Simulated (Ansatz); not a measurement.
**Al3GaAs4: one candidate of a structure search**

The task: take a trial cell of Al3GaAs4 to zero force and stress.

Program: Ansatz 0.2.0. Level of theory: DFT PBE, scalar-relativistic, plane waves, PAW. These are calculated values, not measurements.

## (1) Starting point

It takes space group I-42m (No. 121, tetragonal). Conventional cell: a = 5.439 Å, b = 5.439 Å, c = 10.878 Å, α = 90.00°, β = 90.00°, γ = 90.00°. Al (site symmetry -42m) has 4 As at 2.36 Å as nearest neighbours. Al (site symmetry -4) is surrounded by 4 As at 2.36 Å. Ga (site symmetry -42m) is surrounded by 4 As at 2.36 Å. Around As (site symmetry m) lie 3 Al at 2.36 Å and 1 Ga at 2.36 Å.

As a file:

```cif
data_structure
_symmetry_space_group_name_H-M 'P 1'
_symmetry_Int_Tables_number 1
_cell_length_a 6.6612
_cell_length_b 6.6612
_cell_length_c 6.6612
_cell_angle_alpha 131.810
_cell_angle_beta 131.810
_cell_angle_gamma 70.529
_cell_volume 160.89
loop_
_atom_site_label
_atom_site_type_symbol
_atom_site_fract_x
_atom_site_fract_y
_atom_site_fract_z
_atom_site_occupancy
Al1 Al 0.00000 0.00000 0.00000 1
Al2 Al 0.25000 0.75000 0.50000 1
Al3 Al 0.75000 0.25000 0.50000 1
Ga1 Ga 0.50000 0.50000 0.00000 1
As1 As 0.12500 0.12500 0.50000 1
As2 As 0.37500 0.87500 0.00000 1
As3 As 0.62500 0.62500 0.50000 1
As4 As 0.87500 0.37500 0.00000 1
```

The start is an ordering of an alloy on its end members' structure types: elements ordered on the sites of the AlAs type, Al/Ga on Al (I-42m, No. 121).

## (2) Probe: one point on a coarse mesh

The input, input.yaml:

```yaml
crystal:
  lattice:
    - [-2.71943477, 2.71943477, 5.43886953]
    - [2.71943477, -2.71943477, 5.43886953]
    - [2.71943477, 2.71943477, -5.43886953]
  atoms:
    - { symbol: Al, position: [0.0, 0.0, 0.0] }
    - { symbol: Al, position: [0.25, 0.75, 0.5] }
    - { symbol: Al, position: [0.75, 0.25, 0.5] }
    - { symbol: Ga, position: [0.5, 0.5, 0.0] }
    - { symbol: As, position: [0.125, 0.125, 0.5] }
    - { symbol: As, position: [0.375, 0.875, 0.0] }
    - { symbol: As, position: [0.625, 0.625, 0.5] }
    - { symbol: As, position: [0.875, 0.375, 0.0] }
basis:
  ecutwfc: 420
kpoints:
  mp_grid: { grid: [4, 4, 4] }
hamiltonian:
  xc: pbe
scf:
  occupations: { method: gaussian, width: 0.1 }
  lower_state_search: "off"
output:
  forces: true
  stress: true
  eigenvalues: true
```

Started as:

```bash
$ ansatz run input.yaml --threads 1 --pin off --max-ram 2560MiB --backend cpu --events-out ev --progress --plain --runs-dir out
```

Standard output (excerpt; [...] marks lines left out):

```text
[...]
SCF converged after 7 iterations
Free energy (F): -24822.585577 eV
[...]
E sigma→0 (E₀):  -24822.585577 eV
Fermi energy:    8.891951 eV
[...]
--- Forces (eV/Å), atoms counted from 1 ---
  atom   1  Al    -0.00000000     0.00000000     0.00000000
  atom   2  Al    -0.00000000     0.00000000     0.00000000
  atom   3  Al    -0.00000000     0.00000000     0.00000000
  atom   4  Ga    -0.00000000     0.00000000     0.00000000
  atom   5  As    -0.03608584    -0.03608584    -0.06148182
  atom   6  As     0.03608584    -0.03608584     0.06148182
  atom   7  As     0.03608584     0.03608584    -0.06148182
  atom   8  As    -0.03608584     0.03608584     0.06148182
[...]
--- Stress (GPa, compression-positive) ---
       14.632272      -0.000000      -0.000000
       -0.000000      14.632272       0.000000
       -0.000000       0.000000      14.608005
  P = ⅓ Tr σ = 14.6242 GPa (146.242 kbar)
--- Band table (eV; the first three rows and the last of 13) ---
[...]
```

Run time: 9.4 s. Hardware: 1 thread of Arm Neoverse V1, shared host; peak memory 0.41 GiB.

From the probe: pressure 14.6 GPa, largest force 0.08 eV/Å, gap on this mesh 1.22 eV. A cheap, loose relaxation comes first.

## (3) Coarse relaxation

input.yaml, as its differences from that of step 2:

```diff
@@ -27 +27,6 @@
   eigenvalues: true
+relax:
+  adjacent_minimum: "off"
+  f_tol: 0.04
+  max_steps: 70
+  cell: { stress_tol: 0.4 }
```

Started as:

```bash
$ ansatz run input.yaml --threads 1 --pin off --max-ram 2560MiB --backend cpu --events-out ev --progress --plain --runs-dir out
```

Standard output:

```text
Warning: RAYON_NUM_THREADS=1 ignored (pool sized by the plan → 1); use --threads N
Engine: ansatz 0.2.0, aarch64-unknown-linux-gnu
Pseudopotentials: kind: paw
Pseudopotential: Al, paw, valence charge 3, recommended cutoff 420 eV (normal), Al.paw.azcp
Pseudopotential: Ga, paw, valence charge 13, recommended cutoff 420 eV (normal), Ga.paw.azcp
Pseudopotential: As, paw, valence charge 15, recommended cutoff 420 eV (normal), As.paw.azcp
Functional definition: PBE
  parameter kappa = 0.804
  parameter beta = 0.06672455060314922
  exchange = pbe_x(kappa = kappa, mu = beta*pi^2/3)
  correlation = pbe_c(beta = beta)
Crystal: 8 atoms, lattice volume = 160.889 Å³
Basis set: ecut = 420 eV, 3083 PW (Γ), exchange–correlation on 90×90×90 points (8 copies of the dense FFT grid, shifted against one another)
Bands: 50, of which v1, the nominal top of the filled ones, is band 41 counted from 1 (40 counted from 0)
Symmetry: 8 space group operations
Space group: I-42m (ITA 121), of the structure as read, at distance tolerance 5.4e-5 Å
k-points: 13 of 64 (time reversal used)
Non-local potential: Al, projectors of the file, l = 0: 2, l = 1: 2, l = 2: 1
Non-local potential: Ga, projectors of the file, l = 0: 2, l = 1: 2, l = 2: 3, l = 3: 1
Non-local potential: As, projectors of the file, l = 0: 2, l = 1: 2, l = 2: 3, l = 3: 1
PAW form: soft (Blöchl's): semilocal exchange-correlation on the pseudo side does not see the compensation charge
PAW one-centre angular grid: Al, 110 points (default); XC on 64 Gauss nodes
PAW one-centre angular grid: Ga, 590 points (default); XC on 64 Gauss nodes
PAW one-centre angular grid: As, 590 points (default); XC on 64 Gauss nodes
Initial density: superposition of atomic densities (neutral atoms: chi_scale 0, normalization atom), corrected by the library's trained network
Initial wavefunctions: pseudopotential atomic-orbital guess
Functional: x = pbe(κ = 0.804, μ = 0.2195149727645171), c = pbe(β = 0.06672455060314922)
SCF iter   1: F=—  HF=-24822.589048 eV  |F-HF|=—  |Δ(HF+E_count)|=         —  Δρ=1.22e-3  dr2=3.98e-3  ethr=1.77e-3  ⟨swp⟩=8.2  Hψ=2656  notcnv=0
preconditioner: auto → Resta (q_TF=auto, 2.438 Å⁻¹)  ε∞=3.8  [insulator: Δε(μ)=1.209 eV  Ē_g=11.430 eV  σ=0.100 eV  W_gap=1.00  n_scr=36 (ndim 8)  ℏωp=19.0 eV  f_vac=0.006  D(μ)=0.00/eV (n_scr^D=0)  ε∞_Penn≈3.8]
SCF iter   2: F=—  HF=-24822.585723 eV  |F-HF|=—  |Δ(HF+E_count)|=   3.32e-3  Δρ=7.37e-4  dr2=1.09e-3  ethr=4.85e-6  ⟨swp⟩=2.0  Hψ=1020  notcnv=0
SCF iter   3: F=—  HF=-24822.585630 eV  |F-HF|=—  |Δ(HF+E_count)|=   9.33e-5  Δρ=3.12e-4  dr2=1.75e-4  ethr=1.33e-6  ⟨swp⟩=2.0  Hψ=889  notcnv=0
SCF iter   4: F=—  HF=-24822.585557 eV  |F-HF|=—  |Δ(HF+E_count)|=   7.27e-5  Δρ=1.19e-4  dr2=2.61e-5  ethr=2.13e-7  ⟨swp⟩=2.0  Hψ=889  notcnv=0
SCF iter   5: F=—  HF=-24822.585575 eV  |F-HF|=—  |Δ(HF+E_count)|=   1.74e-5  Δρ=3.27e-5  dr2=2.55e-6  ethr=3.19e-8  ⟨swp⟩=2.0  Hψ=1149  notcnv=0
SCF iter   6: F=—  HF=-24822.585577 eV  |F-HF|=—  |Δ(HF+E_count)|=   1.72e-6  Δρ=1.57e-5  dr2=5.08e-7  ethr=3.10e-9  ⟨swp⟩=2.0  Hψ=1149  notcnv=0
SCF iter   7: F=-24822.585577 eV  HF=-24822.585577 eV  |F-HF|=5.08e-8  |Δ(HF+E_count)|=   2.35e-8  Δρ=4.95e-6  dr2=3.08e-8  ethr=1.22e-10  ⟨swp⟩=7.6  Hψ=3122  notcnv=0
SCF 1 converged in 7 iterations: F = -24822.585577 eV  dr2 = 3.08e-8
relax step   1: F+E_penalty+E_count = -24822.58557669 eV  Δ(F+E_penalty+E_count) = +0.000e0 eV  max|allowed force component| = 6.148e-2 eV/Å  Δτ_max = 0.0000 Å  P = +14.624 GPa  Ω = 160.889 Å³  (7 SCF iters, dr2 threshold 1.00e-7 eV, accepted)
Crystal: 8 atoms, lattice volume = 181.955 Å³
Basis set: ecut = 420 eV, 3571 PW (Γ), exchange–correlation on 90×90×90 points (8 copies of the dense FFT grid, shifted against one another)
Initial density: handed on by an earlier stage of this run
Initial wavefunctions: those handed on with the density
iter 1 solved again at ethr=9.82e-5 eV; its pass at ethr=3.10e-3 eV (dr2=8.05e-2 eV) is discarded
SCF iter   1: F=—  HF=-24823.630722 eV  |F-HF|=—  |Δ(HF+E_count)|=         —  Δρ=5.44e-3  dr2=8.03e-2  ethr=9.82e-5  ⟨swp⟩=1.8  Hψ=3674  notcnv=0
preconditioner: auto → Resta (q_TF=auto, 2.389 Å⁻¹)  ε∞=3.7  [insulator: Δε(μ)=1.445 eV  Ē_g=10.902 eV  σ=0.100 eV  W_gap=1.00  n_scr=36 (ndim 8)  ℏωp=17.8 eV  f_vac=0.040  D(μ)=0.00/eV (n_scr^D=0)  ε∞_Penn≈3.7]
SCF iter   2: F=—  HF=-24823.619513 eV  |F-HF|=—  |Δ(HF+E_count)|=   1.12e-2  Δρ=3.34e-3  dr2=3.02e-2  ethr=9.80e-5  ⟨swp⟩=1.0  Hψ=650  notcnv=0
SCF iter   3: F=—  HF=-24823.621388 eV  |F-HF|=—  |Δ(HF+E_count)|=   1.87e-3  Δρ=7.13e-4  dr2=1.39e-3  ethr=3.68e-5  ⟨swp⟩=2.9  Hψ=1126  notcnv=0
SCF iter   4: F=—  HF=-24823.621463 eV  |F-HF|=—  |Δ(HF+E_count)|=   7.54e-5  Δρ=4.11e-4  dr2=3.40e-4  ethr=1.69e-6  ⟨swp⟩=2.0  Hψ=1183  notcnv=0
SCF iter   5: F=—  HF=-24823.622035 eV  |F-HF|=—  |Δ(HF+E_count)|=   5.73e-4  Δρ=9.57e-5  dr2=2.60e-5  ethr=4.15e-7  ⟨swp⟩=2.0  Hψ=858  notcnv=0
SCF iter   6: F=—  HF=-24823.622079 eV  |F-HF|=—  |Δ(HF+E_count)|=   4.32e-5  Δρ=3.46e-5  dr2=1.57e-6  ethr=3.17e-8  ⟨swp⟩=2.0  Hψ=923  notcnv=0
SCF iter   7: F=—  HF=-24823.622081 eV  |F-HF|=—  |Δ(HF+E_count)|=   2.08e-6  Δρ=2.59e-5  dr2=8.92e-7  ethr=9.76e-10  ⟨swp⟩=9.2  Hψ=3340  notcnv=0
SCF iter   8: F=-24823.622080 eV  HF=-24823.622080 eV  |F-HF|=5.62e-8  |Δ(HF+E_count)|=   5.93e-7  Δρ=6.38e-6  dr2=5.88e-8  ethr=9.76e-10  ⟨swp⟩=6.0  Hψ=2579  notcnv=0
SCF 2 converged in 8 iterations: F = -24823.622080 eV  dr2 = 5.88e-8
relax step   2: F+E_penalty+E_count = -24823.62208010 eV  Δ(F+E_penalty+E_count) = -1.037e0 eV  max|allowed force component| = 1.530e-2 eV/Å  Δτ_max = 0.0046 Å  P = +2.413 GPa  Ω = 181.955 Å³  energy of the carried Pulay correction = -4.728e-3 eV  (8 SCF iters, dr2 threshold 8.00e-7 eV, accepted)
Crystal: 8 atoms, lattice volume = 186.785 Å³
Basis set: ecut = 420 eV, 3707 PW (Γ), exchange–correlation on 90×90×90 points (8 copies of the dense FFT grid, shifted against one another)
iter 1 solved again at ethr=4.06e-6 eV; its pass at ethr=3.10e-3 eV (dr2=3.33e-3 eV) is discarded
SCF iter   1: F=—  HF=-24823.664923 eV  |F-HF|=—  |Δ(HF+E_count)|=         —  Δρ=1.08e-3  dr2=3.21e-3  ethr=4.06e-6  ⟨swp⟩=2.2  Hψ=3540  notcnv=0
preconditioner: auto → Resta (q_TF=auto, 2.379 Å⁻¹)  ε∞=3.7  [insulator: Δε(μ)=1.385 eV  Ē_g=10.799 eV  σ=0.100 eV  W_gap=1.00  n_scr=36 (ndim 8)  ℏωp=17.6 eV  f_vac=0.023  D(μ)=0.00/eV (n_scr^D=0)  ε∞_Penn≈3.7]
SCF iter   2: F=—  HF=-24823.664427 eV  |F-HF|=—  |Δ(HF+E_count)|=   4.96e-4  Δρ=6.58e-4  dr2=1.20e-3  ethr=3.91e-6  ⟨swp⟩=1.0  Hψ=650  notcnv=0
SCF iter   3: F=—  HF=-24823.664449 eV  |F-HF|=—  |Δ(HF+E_count)|=   2.23e-5  Δρ=1.47e-4  dr2=5.99e-5  ethr=1.46e-6  ⟨swp⟩=2.1  Hψ=1174  notcnv=0
SCF iter   4: F=—  HF=-24823.664446 eV  |F-HF|=—  |Δ(HF+E_count)|=   2.88e-6  Δρ=8.53e-5  dr2=1.37e-5  ethr=7.31e-8  ⟨swp⟩=2.0  Hψ=1183  notcnv=0
SCF iter   5: F=—  HF=-24823.664469 eV  |F-HF|=—  |Δ(HF+E_count)|=   2.32e-5  Δρ=2.86e-5  dr2=1.44e-6  ethr=1.67e-8  ⟨swp⟩=2.0  Hψ=923  notcnv=0
SCF iter   6: F=-24823.664470 eV  HF=-24823.664470 eV  |F-HF|=1.05e-8  |Δ(HF+E_count)|=   4.15e-7  Δρ=1.34e-5  dr2=3.41e-7  ethr=9.76e-10  ⟨swp⟩=7.9  Hψ=3250  notcnv=0
SCF 3 converged in 6 iterations: F = -24823.664470 eV  dr2 = 3.41e-7
relax step   3: F+E_penalty+E_count = -24823.66446979 eV  Δ(F+E_penalty+E_count) = -4.239e-2 eV  max|allowed force component| = 6.029e-3 eV/Å  Δτ_max = 0.0019 Å  P = +0.499 GPa  Ω = 186.785 Å³  energy of the carried Pulay correction = -5.732e-3 eV  (6 SCF iters, dr2 threshold 8.00e-7 eV, accepted)
Crystal: 8 atoms, lattice volume = 188.089 Å³
Basis set: ecut = 420 eV, 3739 PW (Γ), exchange–correlation on 90×90×90 points (8 copies of the dense FFT grid, shifted against one another)
iter 1 solved again at ethr=3.44e-7 eV; its pass at ethr=3.10e-3 eV (dr2=2.82e-4 eV) is discarded
SCF iter   1: F=—  HF=-24823.666372 eV  |F-HF|=—  |Δ(HF+E_count)|=         —  Δρ=2.85e-4  dr2=2.27e-4  ethr=3.44e-7  ⟨swp⟩=3.7  Hψ=3382  notcnv=0
preconditioner: auto → Resta (q_TF=auto, 2.376 Å⁻¹)  ε∞=3.7  [insulator: Δε(μ)=1.338 eV  Ē_g=10.774 eV  σ=0.100 eV  W_gap=1.00  n_scr=36 (ndim 8)  ℏωp=17.5 eV  f_vac=0.021  D(μ)=0.00/eV (n_scr^D=0)  ε∞_Penn≈3.7]
SCF iter   2: F=—  HF=-24823.666349 eV  |F-HF|=—  |Δ(HF+E_count)|=   2.31e-5  Δρ=1.74e-4  dr2=8.68e-5  ethr=2.77e-7  ⟨swp⟩=1.0  Hψ=650  notcnv=0
SCF iter   3: F=—  HF=-24823.666351 eV  |F-HF|=—  |Δ(HF+E_count)|=   2.57e-6  Δρ=3.56e-5  dr2=3.06e-6  ethr=1.06e-7  ⟨swp⟩=3.0  Hψ=1133  notcnv=0
SCF iter   4: F=—  HF=-24823.666352 eV  |F-HF|=—  |Δ(HF+E_count)|=   2.23e-7  Δρ=2.23e-5  dr2=9.47e-7  ethr=7.61e-10  ⟨swp⟩=7.7  Hψ=3470  notcnv=0
SCF iter   5: F=-24823.666353 eV  HF=-24823.666353 eV  |F-HF|=2.41e-8  |Δ(HF+E_count)|=   1.55e-6  Δρ=5.95e-6  dr2=9.63e-8  ethr=7.61e-10  ⟨swp⟩=6.2  Hψ=2598  notcnv=0
SCF 4 converged in 5 iterations: F = -24823.666353 eV  dr2 = 9.63e-8
relax step   4: F+E_penalty+E_count = -24823.66635314 eV  Δ(F+E_penalty+E_count) = -1.883e-3 eV  max|allowed force component| = 1.043e-3 eV/Å  Δτ_max = 0.0010 Å  P = +0.026 GPa  Ω = 188.089 Å³  energy of the carried Pulay correction = -5.998e-3 eV  (5 SCF iters, dr2 threshold 6.24e-7 eV, accepted)
Basis set: ecut = 420 eV, 3739 PW (Γ), exchange–correlation on 96×96×96 points (8 copies of the dense FFT grid, shifted against one another)
Initial wavefunctions: pseudopotential atomic-orbital guess (no wavefunctions were taken with the density)
iter 1 solved again at ethr=1.77e-7 eV; its pass at ethr=3.10e-3 eV (dr2=1.45e-4 eV) is discarded
SCF iter   1: F=—  HF=-24823.666037 eV  |F-HF|=—  |Δ(HF+E_count)|=         —  Δρ=6.40e-4  dr2=2.43e-5  ethr=1.77e-7  ⟨swp⟩=2.9  Hψ=3981  notcnv=0
preconditioner: auto → Resta (q_TF=auto, 2.376 Å⁻¹)  ε∞=3.7  [insulator: Δε(μ)=1.340 eV  Ē_g=10.776 eV  σ=0.100 eV  W_gap=1.00  n_scr=36 (ndim 8)  ℏωp=17.5 eV  f_vac=0.020  D(μ)=0.00/eV (n_scr^D=0)  ε∞_Penn≈3.7]
SCF iter   2: F=—  HF=-24823.674660 eV  |F-HF|=—  |Δ(HF+E_count)|=   8.62e-3  Δρ=3.25e-4  dr2=6.30e-6  ethr=2.96e-8  ⟨swp⟩=3.0  Hψ=1214  notcnv=0
SCF iter   3: F=—  HF=-24823.677557 eV  |F-HF|=—  |Δ(HF+E_count)|=   2.90e-3  Δρ=4.58e-5  dr2=2.74e-7  ethr=7.68e-9  ⟨swp⟩=2.0  Hψ=923  notcnv=0
SCF iter   4: F=—  HF=-24823.677612 eV  |F-HF|=—  |Δ(HF+E_count)|=   5.44e-5  Δρ=6.90e-6  dr2=5.63e-8  ethr=3.34e-10  ⟨swp⟩=3.0  Hψ=1201  notcnv=0
SCF iter   5: F=—  HF=-24823.677612 eV  |F-HF|=—  |Δ(HF+E_count)|=   2.20e-7  Δρ=2.05e-6  dr2=1.22e-8  ethr=6.87e-11  ⟨swp⟩=2.0  Hψ=895  notcnv=0
SCF iter   6: F=-24823.677612 eV  HF=-24823.677612 eV  |F-HF|=5.00e-9  |Δ(HF+E_count)|=   9.02e-9  Δρ=8.94e-7  dr2=2.93e-9  ethr=6.24e-12  ⟨swp⟩=5.1  Hψ=2448  notcnv=0
SCF 5 converged in 6 iterations: F = -24823.677612 eV  dr2 = 2.93e-9
relax step   5: F+E_penalty+E_count = -24823.67761182 eV  Δ(F+E_penalty+E_count) = -1.126e-2 eV  max|allowed force component| = 1.028e-3 eV/Å  Δτ_max = 0.0000 Å  P = +0.103 GPa  Ω = 188.089 Å³  stress off target by 1.03e-1 GPa  SCF on the basis re-selected at this cell (its energy is not comparable with the rows above)  (6 SCF iters)
basis re-selected at this cell: Δ(F+E_penalty+E_count) = -1.126e-2 eV, ΔP = +0.077 GPa vs the last step (what re-selecting the basis moved, of the pressure what is left beyond the Pulay correction that the steps carried, after the strain that the cell walked since its last selection, with what the two solves' SCF thresholds leave and, on support functions, any second-order correction that the steps lacked; it is no measure of the basis error at this ecutwfc). The dense FFT grid was sized anew with the basis: this SCF ran on 48×48×48 points, the steps before it on 45×45×45, so part of this shift can come from that change (see relax.cell in the input reference). This SCF's stress stands 1.03e-1 GPa from its target on what of the cell is left free (relax.cell.stress_tol is 4.00e-1 GPa) and its largest allowed force component is 1.03e-3 eV/Å (relax.f_tol is 4.00e-2 eV/Å): within both
SCF converged after 6 iterations
Free energy (F): -24823.677612 eV
Harris-Foulkes:  -24823.677612 eV  (|F-HF|=5.00e-9)
Internal energy: -24823.677612 eV  (E = F + TS)
E sigma→0 (E₀):  -24823.677612 eV
Fermi energy:    7.059954 eV
--- Per-component energies (eV) ---
  E_band       = -1152.660866
  E_kinetic    = 595.683464
  E_local      = -10804.676698  (includes V_loc(G=0)·N_el)
  E_nonlocal   = -2225.544099
  E_hartree    = 5619.927796
  E_xc         = -503.711405
  E_vxc        = -460.097802  (∫ρ·V_xc dr)
  E_paw        = -10733.966468  (= ΣΔE_a)
  E_vpaw       = 502.115629  (= ΣTr[D̂ρ^β])
  E_aug_tail   = -0.000087  (compensation charges beyond the density's cutoff)
  E_ewald      = -6771.390115
  E_smearing   = -0.000000  (= −TS)
  E_closure    = 0.000000  (closes the sum)
  Σ components = -24823.677612   (vs F -24823.677612, Δ=0.00e0)
--- Forces (eV/Å), atoms counted from 1 ---
  atom   1  Al    -0.00000000     0.00000000    -0.00000000
  atom   2  Al    -0.00000000     0.00000000     0.00000000
  atom   3  Al    -0.00000000    -0.00000000     0.00000000
  atom   4  Ga    -0.00000000     0.00000000     0.00000000
  atom   5  As    -0.00102779    -0.00102779    -0.00024569
  atom   6  As     0.00102779    -0.00102779     0.00024569
  atom   7  As     0.00102779     0.00102779    -0.00024569
  atom   8  As    -0.00102779     0.00102779     0.00024569
  max |Σ_I F_I| component: 1.37e-17 eV/Å
--- Stress (GPa, compression-positive) ---
        0.102903       0.000000       0.000000
       -0.000000       0.102903      -0.000000
        0.000000      -0.000000       0.103082
  P = ⅓ Tr σ = 0.1030 GPa (1.030 kbar)
--- Band table (eV; the first three rows and the last of 13) ---
  k-point 0: bands = ["-28.1681", "-28.1677", "-28.1671", "-28.1671", "-28.1577", "-28.1576", "-28.1568", "-28.1568", "-28.1566", "-28.1566", "-28.1563", "-28.1563", "-28.1391", "-28.1391", "-28.1389", "-28.1389", "-28.1388", "-28.1386", "-28.1381", "-28.1381", "-8.0535", "-8.0535", "-8.0527", "-7.9861", "-7.9859", "-5.4694", "-3.4991", "-3.4672", "-3.4672", "0.4203", "1.1289", "1.2924", "3.2448", "3.3209", "3.5856", "3.5856", "4.1945", "4.1945", "6.3801", "6.3872", "6.3872", "7.7263", "7.9187", "8.5539", "10.4980", "10.4980", "10.5012", "10.8038", "10.8038", "11.4844"]
  k-point 1: bands = ["-28.1679", "-28.1675", "-28.1673", "-28.1672", "-28.1576", "-28.1572", "-28.1570", "-28.1569", "-28.1568", "-28.1566", "-28.1564", "-28.1563", "-28.1392", "-28.1390", "-28.1388", "-28.1388", "-28.1387", "-28.1386", "-28.1384", "-28.1381", "-8.0549", "-8.0548", "-8.0537", "-7.9856", "-7.9855", "-5.0765", "-3.8173", "-3.7630", "-3.5292", "0.5553", "1.1677", "1.2037", "3.0372", "3.5886", "3.7152", "3.8888", "4.5600", "4.8304", "4.8314", "5.3201", "6.2021", "8.5362", "9.2373", "9.7858", "10.0006", "10.5515", "10.6037", "10.6865", "10.9111", "11.2382"]
  k-point 2: bands = ["-28.1678", "-28.1674", "-28.1674", "-28.1674", "-28.1576", "-28.1575", "-28.1570", "-28.1568", "-28.1568", "-28.1566", "-28.1564", "-28.1562", "-28.1392", "-28.1391", "-28.1390", "-28.1388", "-28.1387", "-28.1384", "-28.1384", "-28.1380", "-8.0562", "-8.0561", "-8.0547", "-7.9853", "-7.9849", "-4.2410", "-4.0879", "-4.0421", "-4.0080", "0.4852", "0.8875", "1.5863", "1.8680", "3.5271", "3.5421", "5.4200", "5.4492", "5.5070", "5.5341", "5.5495", "5.5608", "7.8018", "8.3702", "9.5925", "9.6234", "10.9613", "10.9678", "11.0930", "11.1031", "12.0297"]
  k-point 12: bands = ["-28.1686", "-28.1672", "-28.1671", "-28.1671", "-28.1579", "-28.1574", "-28.1573", "-28.1568", "-28.1568", "-28.1564", "-28.1564", "-28.1560", "-28.1393", "-28.1392", "-28.1389", "-28.1389", "-28.1389", "-28.1382", "-28.1380", "-28.1380", "-8.0545", "-8.0528", "-8.0528", "-7.9863", "-7.9858", "-4.7609", "-4.6307", "-3.4998", "-3.4998", "0.4731", "1.0058", "2.8564", "3.2017", "4.1942", "4.1959", "4.1959", "4.2023", "4.9855", "4.9855", "5.0760", "5.0760", "7.9101", "7.9101", "8.0930", "8.7741", "8.8543", "8.9290", "9.9812", "10.0217", "12.9072"]
--- Relaxed structure (4 steps of the walk, 4 accepted, 1 SCFs on fresh bases) ---
  F+E_penalty+E_count = -24823.67761182 eV   max|allowed force component| = 1.028e-3 eV/Å   (the final SCF, on the basis selected at the relaxed cell)
  cell:  # Å, volume = 188.0891 Å³
    - [-2.865020923763389, 2.865020923763389, 5.728594314487081]
    - [2.865020923763389, -2.865020923763389, 5.728594314487081]
    - [2.865020923763389, 2.865020923763389, -5.728594314487081]
  atoms:
    - { symbol: Al, position: [8.098321340398488e-21, -1.432779929139016e-20, -7.475373543936198e-21] }
    - { symbol: Al, position: [0.24999999999999994, 0.75, 0.49999999999999994] }
    - { symbol: Al, position: [0.75, 0.24999999999999992, 0.49999999999999994] }
    - { symbol: Ga, position: [0.49999999999999994, 0.49999999999999994, -2.8212651461944866e-18] }
    - { symbol: As, position: [0.12383738867437666, 0.12383738867437666, 0.49854092474902223] }
    - { symbol: As, position: [0.3747035360746455, 0.8761626113256231, 0.0] }
    - { symbol: As, position: [0.6252964639253542, 0.6252964639253542, 0.5014590752509777] }
    - { symbol: As, position: [0.8761626113256231, 0.3747035360746455, 0.0] }
```

Run time: 59 s. Hardware: 1 thread of Arm Neoverse V1, shared host; peak memory 0.46 GiB.

Step by step:

```
step  E - E(step 1) (eV/cell)  largest force component (eV/Å)  pressure (GPa)  volume (Å³)
   1                   0.0000                          0.0615           14.62       160.89
   2                  -1.0365                          0.0153            2.41       181.96
   3                  -1.0789                          0.0060            0.50       186.79
   4                  -1.0808                          0.0010            0.03       188.09
   5                  -1.0920                          0.0010            0.10       188.09
```

Step 1 is the start. Step 5 repeats the geometry before it on a plane-wave basis chosen anew for that cell, so its energy need not be comparable with the rows above.

Lengths and angles in the start's conventional setting:

|  | before | after | change |
| --- | --- | --- | --- |
| a (Å) | 5.439 | 5.730 | +5.4 % |
| b (Å) | 5.439 | 5.730 | +5.4 % |
| c (Å) | 10.878 | 11.457 | +5.3 % |
| volume (Å³/atom) | 20.11 | 23.51 | +16.9 % |
| shortest distance (Å) | 2.355 | 2.478 | +5.2 % |
| space group (0.01 Å) | I-42m | I-42m | same |

Forces and stress were held to the start's 8 operations: a distortion of lower symmetry was not tested.

(Part 1 of 2 ends here.)
